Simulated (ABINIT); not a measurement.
# TiCo (Pm-3m) in ABINIT: a series of runs, part 2 of 2

ABINIT 10.8.3 (patched build). Earlier steps stand in the parts before.

### 6 Single point, PW91, collinear spin, ferromagnetic start

run.abi reads:

```
# Pseudopotentials
pp_dirpath "./"
pseudos "Co.GGA_PBE-JTH.xml, Ti.GGA_PBE-JTH.xml"

# Structure
acell 5.6429319488 5.6429319488 5.6429319488
rprim
     1.0000000000     0.0000000000     0.0000000000
     0.0000000000     1.0000000000     0.0000000000
     0.0000000000     0.0000000000     1.0000000000
ntypat 2
znucl 27 22
natom 2
typat 1 2
xred
     0.5000000000     0.5000000000     0.5000000000
     0.0000000000     0.0000000000     0.0000000000

# Plane-wave basis
ecut 31.0
pawecutdg 53.0
pawxcdev 0

# k points
kptopt 1
ngkpt 9 9 9
nshiftk 1
shiftk 0.0 0.0 0.0

# Exchange and correlation
ixc -109134

# Bands and occupations
nband 20
occopt 3
tsmear 0.05 eV

# Spin
nsppol 2
spinat
     0.0000000000     0.0000000000     2.0000000000
     0.0000000000     0.0000000000     1.0000000000

# SCF cycle
nstep 100
tolvrs 1.0e-9

# Output
iomode 3
prtwf 0
prtden 0
prteig 0
prtebands 0
enunit 2
```

Potentials or basis: JTH PAW PBE v2.0.

Launch:

```sh
> abinit run.abi > log 2>&1
```

run.abo:

```text
.Version 10.8.3 of ABINIT
 Symmetries : space group Pm -3 m (#221); Bravais cP (primitive cubic)
================================================================================
 Values of the parameters that define the memory need of the present run
     intxc =       0    ionmov =       0      iscf =      17    lmnmax =      18
     lnmax =       6     mgfft =      30  mpssoang =       3    mqgrid =    3001
     natom =       2  nloc_mem =       2    nspden =       2   nspinor =       1
    nsppol =       2      nsym =      48    n1xccc =       1    ntypat =       2
    occopt =       3   xclevel =       2
       mpw =        1498          nfft =       27000          nkpt =          35
 PAW method is used; the additional fine FFT grid is defined by:
   mgfftf=        40    nfftf =     64000
================================================================================
================================================================================

--------------------------------------------------------------------------------
------------- Echo of variables that govern the present computation ------------
--------------------------------------------------------------------------------
 -outvars: echo values of preprocessed input variables --------
            acell      5.6429319488E+00  5.6429319488E+00  5.6429319488E+00 Bohr
              amu      5.89332000E+01  4.78800000E+01
             ecut      3.10000000E+01 Hartree
           enunit           2
              ixc     -109134
         kptrlatt        9    0    0      0    9    0      0    0    9
          kptrlen      5.07863875E+01
            natom           2
            nband          20
            ngfft          30      30      30
          ngfftdg          40      40      40
             nkpt          35
           nspden           2
           nsppol           2
            nstep         100
             nsym          48
           ntypat           2
           occopt           3
        pawecutdg      5.30000000E+01 Hartree
         pawxcdev           0
           prtden           0
        prtebands           0
           prteig           0
            prtwf           0
          spgroup         221
           spinat      0.0000000000E+00  0.0000000000E+00  2.0000000000E+00
                       0.0000000000E+00  0.0000000000E+00  1.0000000000E+00
           tolvrs      1.00000000E-09
           tsmear      1.83746611E-03 Hartree
            typat      1  2
           useylm           1
           xangst      1.4930554940E+00  1.4930554940E+00  1.4930554940E+00
                       0.0000000000E+00  0.0000000000E+00  0.0000000000E+00
            xcart      2.8214659744E+00  2.8214659744E+00  2.8214659744E+00
                       0.0000000000E+00  0.0000000000E+00  0.0000000000E+00
             xred      5.0000000000E-01  5.0000000000E-01  5.0000000000E-01
                       0.0000000000E+00  0.0000000000E+00  0.0000000000E+00
            znucl       27.00000   22.00000

================================================================================

 chkinp: Checking input parameters for consistency.

================================================================================
== DATASET  1 ==================================================================

--- !DatasetInfo
iteration_state: {dtset: 1, }
dimensions: {natom: 2, nkpt: 35, mband: 20, nsppol: 2, nspinor: 1, nspden: 2, mpw: 1498, }
cutoff_energies: {ecut:  31.0, pawecutdg:  53.0, }
electrons: {nelect:   2.90000000E+01, charge:   0.00000000E+00, occopt:   3.00000000E+00, tsmear:   1.83746611E-03, }
meta: {optdriver: 0, ionmov: 0, optcell: 0, iscf: 17, paral_kgb: 0, }
[... 140 lines left out ...]
    1      1.49305549397780     1.49305549397780     1.49305549397780
    2      0.00000000000000     0.00000000000000     0.00000000000000

 cartesian forces (hartree/bohr) at end:
    1     -0.00000000000000    -0.00000000000000    -0.00000000000000
    2     -0.00000000000000    -0.00000000000000    -0.00000000000000
 frms,max,avg= 0.0000000E+00 0.0000000E+00   0.000E+00  0.000E+00  0.000E+00 h/b

 cartesian forces (eV/Angstrom) at end:
    1     -0.00000000000000    -0.00000000000000    -0.00000000000000
    2     -0.00000000000000    -0.00000000000000    -0.00000000000000
 frms,max,avg= 0.0000000E+00 0.0000000E+00   0.000E+00  0.000E+00  0.000E+00 e/A
 length scales=  5.642931948800  5.642931948800  5.642931948800 bohr
              =  2.986110987956  2.986110987956  2.986110987956 angstroms
 Fermi (or HOMO) energy (hartree) =   0.40715   Average Vxc (hartree)=  -0.44193
 Magnetization (Bohr magneton)=  8.06669109E-01
 Total spin up =  1.49033346E+01   Total spin down =  1.40966654E+01
 Eigenvalues (hartree) for nkpt=  35  k points, SPIN UP:
 kpt#   1, nband= 20, wtk=  0.00137, kpt=  0.0000  0.0000  0.0000 (reduced coord)
  -3.10791   -1.75970   -1.75970   -1.75970   -1.69111   -0.81449   -0.81449   -0.81449
   0.12392    0.25363    0.25363    0.33823    0.33823    0.33823    0.42470    0.42470
   0.50408    0.50408    0.50408    0.73337
      occupation numbers for kpt#   1
   1.00000    1.00000    1.00000    1.00000    1.00000    1.00000    1.00000    1.00000
   1.00000    1.00000    1.00000    1.00000    1.00000    1.00000    0.00007    0.00007
   0.00000    0.00000    0.00000    0.00000
 prteigrs : prtvol=0 or 1, do not print more k-points.

 Eigenvalues (hartree) for nkpt=  35  k points, SPIN DOWN:
 kpt#   1, nband= 20, wtk=  0.00137, kpt=  0.0000  0.0000  0.0000 (reduced coord)
  -3.06920   -1.72203   -1.72203   -1.72203   -1.69149   -0.81489   -0.81489   -0.81489
   0.12353    0.27676    0.27676    0.35689    0.35689    0.35689    0.44396    0.44396
   0.50759    0.50759    0.50759    0.73490
      occupation numbers for kpt#   1
   1.00000    1.00000    1.00000    1.00000    1.00000    1.00000    1.00000    1.00000
   1.00000    1.00000    1.00000    1.00000    1.00000    1.00000    0.00000    0.00000
   0.00000    0.00000    0.00000    0.00000
 prteigrs : prtvol=0 or 1, do not print more k-points.

 Fermi (or HOMO) energy (eV) =  11.07922   Average Vxc (eV)= -12.02542
 Eigenvalues (   eV  ) for nkpt=  35  k points, SPIN UP:
 kpt#   1, nband= 20, wtk=  0.00137, kpt=  0.0000  0.0000  0.0000 (reduced coord)
 -84.57065  -47.88388  -47.88388  -47.88388  -46.01737  -22.16333  -22.16333  -22.16333
   3.37195    6.90152    6.90152    9.20381    9.20381    9.20381   11.55656   11.55656
  13.71680   13.71680   13.71680   19.95601
 prteigrs : prtvol=0 or 1, do not print more k-points.

 Eigenvalues (   eV  ) for nkpt=  35  k points, SPIN DOWN:
 kpt#   1, nband= 20, wtk=  0.00137, kpt=  0.0000  0.0000  0.0000 (reduced coord)
 -83.51708  -46.85881  -46.85881  -46.85881  -46.02790  -22.17435  -22.17435  -22.17435
   3.36152    7.53107    7.53107    9.71160    9.71160    9.71160   12.08082   12.08082
  13.81230   13.81230   13.81230   19.99755
 prteigrs : prtvol=0 or 1, do not print more k-points.

--- !EnergyTerms
iteration_state     : {dtset: 1, }
comment             : Components of total free energy in Hartree
kinetic             :  1.95507736430128E+01
hartree             :  5.01857354958037E+01
xc                  : -6.44034486301110E+00
Ewald energy        : -1.37848524357748E+02
psp_core            :  6.55512975133363E+00
local_psp           : -1.62452665012137E+02
PAW spherical_terms :  2.51897317189501E+01
internal            : -2.05260163623796E+02
'-kT*entropy'       : -6.27797836872534E-04
total_energy        : -2.05260791421633E+02
total_energy_eV     : -5.58543067652980E+03
...

--- !EnergyTermsDC
iteration_state     : {dtset: 1, }
comment             : '"Double-counting" decomposition of free energy'
band_energy         : -2.08281533070300E+01
Ewald energy        : -1.37848524357748E+02
psp_core            :  6.55512975133363E+00
xc_dc               : -4.88532902421459E+01
PAW spherical_terms : -4.28532590315216E+00
internal            : -2.05260164058743E+02
'-kT*entropy'       : -6.27797836872534E-04
total_energy_dc     : -2.05260791856580E+02
total_energy_dc_eV  : -5.58543068836530E+03
...

--- !EnergyTermsWithPAWCore
iteration_state     : {dtset: 1, }
comment             : 'Components of total free energy, including PAW core contributions'
Total energy        : -2.24791273590132E+03
Total energy DC     : -2.24791273633627E+03
Total energy (eV)   : -6.11688217038708E+04
Total energy DC (eV): -6.11688217157063E+04
...

 Cartesian components of stress tensor (hartree/bohr^3)
  sigma(1 1)=  3.66592107E-05  sigma(3 2)=  0.00000000E+00
  sigma(2 2)=  3.66592107E-05  sigma(3 1)=  0.00000000E+00
  sigma(3 3)=  3.66592107E-05  sigma(2 1)=  0.00000000E+00

-Cartesian components of stress tensor (GPa)         [Pressure= -1.0786E+00 GPa]
- sigma(1 1)=  1.07855122E+00  sigma(3 2)=  0.00000000E+00
- sigma(2 2)=  1.07855122E+00  sigma(3 1)=  0.00000000E+00
- sigma(3 3)=  1.07855122E+00  sigma(2 1)=  0.00000000E+00

== END DATASET(S) ==============================================================
================================================================================

 -outvars: echo values of variables after computation  --------
            acell      5.6429319488E+00  5.6429319488E+00  5.6429319488E+00 Bohr
           etotal     -2.0526079186E+02
            fcart     -0.0000000000E+00 -0.0000000000E+00 -0.0000000000E+00
                      -0.0000000000E+00 -0.0000000000E+00 -0.0000000000E+00
           strten      3.6659210717E-05  3.6659210717E-05  3.6659210717E-05
                       0.0000000000E+00  0.0000000000E+00  0.0000000000E+00
           xangst      1.4930554940E+00  1.4930554940E+00  1.4930554940E+00
                       0.0000000000E+00  0.0000000000E+00  0.0000000000E+00
             xred      5.0000000000E-01  5.0000000000E-01  5.0000000000E-01
                       0.0000000000E+00  0.0000000000E+00  0.0000000000E+00
 Calculation completed.
```

Wall time 3.1 min (1 thread of Arm Neoverse V1, shared host); peak memory 0.18 GiB.

Results:

```yaml
Free_energy: -5585.4307 eV
Pressure: -1.1 GPa
Band_gap_on_the_k_mesh: none (metal or under the smearing width)
Net_moment: 0.81 μB per cell
Site_moments: Co +0.89; Ti -0.03 μB
Valence_electrons_inside_the_program's_atomic_spheres: Co 15.57; Ti 10.22
```

Levels at points of the mesh, in eV from the Fermi level:
Spin up:
| k point | band 11 | band 12 | band 13 | band 14 | band 15 | band 16 | band 17 | band 18 | band 19 | band 20 |
| --- | --- | --- | --- | --- | --- | --- | --- | --- | --- | --- |
| (0.00, 0.00, 0.00) | -4.18 | -1.88 | -1.88 | -1.88 | 0.48 | 0.48 | 2.64 | 2.64 | 2.64 | 8.88 |
Spin down:
| k point | band 11 | band 12 | band 13 | band 14 | band 15 | band 16 | band 17 | band 18 |
| --- | --- | --- | --- | --- | --- | --- | --- | --- |
| (0.00, 0.00, 0.00) | -3.55 | -1.37 | -1.37 | -1.37 | 1.00 | 1.00 | 2.73 | 2.73 |

Caveat: small starting moments can end in a higher magnetic state in this program; the PAW data sets were made with another functional, which shifts forces and pressure a little.

### 7 Overview

```tsv
level	gap on the mesh (eV)	pressure (GPa)	moment (μB)
RPBE	none	3.8	0.84
revPBE	none	2.6	0.83
PW91	none	-1.1	0.81
```

Alike in all rows: task single point; potentials or basis JTH PAW PBE v2.0; spin collinear, ferromagnetic start; cell as given; k mesh 9 × 9 × 9; cutoff (eV) 844; smearing fermi-dirac 0.05 eV.

Every run on the cell as given and a fine mesh finds a metal. The pressure there spans -1.1 GPa (PW91) to 3.8 GPa (RPBE); a positive pressure means that this level wants a larger cell, a negative one a smaller.

Caveats: small starting moments can end in a higher magnetic state in this program; the PAW data sets were made with another functional, which shifts forces and pressure a little.

Total energies depend on the potentials used, so only differences within one code and one set of settings carry meaning.
